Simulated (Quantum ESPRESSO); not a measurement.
## PbSe (Clausthalite) in Quantum ESPRESSO: convergence with density cutoff

The system is PbSe (Clausthalite).

```
Pb Se
1.0
     0.00000    3.06065    3.06065
     3.06065    0.00000    3.06065
     3.06065    3.06065    0.00000
Pb Se
1 1
Direct
  0.95536 0.04464 0.00442
  0.51898 0.47112 0.51868
```

The cell isn't the ideal one: atoms moved at random, drawn with an rms of 0.15 Å.

```yaml
Program: Quantum ESPRESSO 7.5
Task: single point
Functional: PBEsol
Potentials_or_basis: GBRV 1.5 PBEsol
Cutoff: 612 eV
Density_cutoff: 2449 eV
k_mesh: 7 × 7 × 7
Occupations: fermi-dirac, width 0.05 eV
Spin: no spin polarisation
```

These are the settings of the first run; the series varies density cutoff, with any setting tied to it.

Hardware: 1 thread of Intel(R) Xeon(R) 6975P-C (Granite Rapids), with other jobs on the host.

```
density cutoff  energy less the tightest run, at zero smearing (meV/atom)  SCF cycles  CPU time (s)  peak memory (GiB)
        180 Ry                                                      -0.18          10            53               0.18
        225 Ry                                                      -0.06          10            55               0.19
        270 Ry                                                       0.01          10            55               0.21
        315 Ry                                                       0.00          10            56               0.24
        360 Ry                                                       0.00          10            60               0.27
        450 Ry                                                       0.01          10            60               0.33
        540 Ry                                                       0.00           9            58                0.4
        720 Ry                                                       0.00          10            73               0.56
```

Against the tightest run, the energy stays within 1 meV/atom from 180 Ry on. The tightest run that finished is the yardstick and may itself not be fully converged.
